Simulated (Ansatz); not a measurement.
A crystal relaxed with r2SCAN in the plane-wave code Ansatz has space group F-43m (No. 216) and a = 7.377 Å.

```json
{"atom": "K", "site": "4a", "x": "0.0000", "y": "0.0000", "z": "0.0000"}
{"atom": "Xx", "site": "4d", "x": "0.2500", "y": "0.2500", "z": "0.7500"}
```

With r2SCAN the valence top lies at k = (0, 0.229, -1/4) and the conduction bottom at Γ, 4.84 eV higher; the smallest vertical gap, at Γ, is 4.86 eV. Least and direct gap differ so little that the kind isn't settled. The HSE06 gap is indirect, 5.39 eV (k = (0, 0.229, -1/4) to Γ), below the direct gap of 5.41 eV at Γ. Least and direct gap differ so little that the kind isn't settled. Meshes: r2SCAN 6×6×6, HSE06 4×4×4. r2SCAN's ε∞ is 2.0 in all directions.

Question: Which element is Xx?
A. Br
B. H
C. F
D. Cl

Answer: A. Xx is Br: zincblende KBr. Around K lie 4 Br at 3.19 Å; around Br lie 4 K at 3.19 Å.

No spin polarisation and no zero-point or thermal motion; the cell was built from a prototype and may be hypothetical.

The runs are scalar-relativistic, without spin-orbit coupling.

Where an edge lies off the special points, it is a point of the mesh or the k point where a search put PBE's edge or least direct gap, reused for the other functionals, whose own edges may lie a little apart.

Coordinates of k points refer to the reciprocal vectors of the primitive cell of the runs.

The meshes of the hybrids are coarse, so their gaps aren't converged to the digits shown.
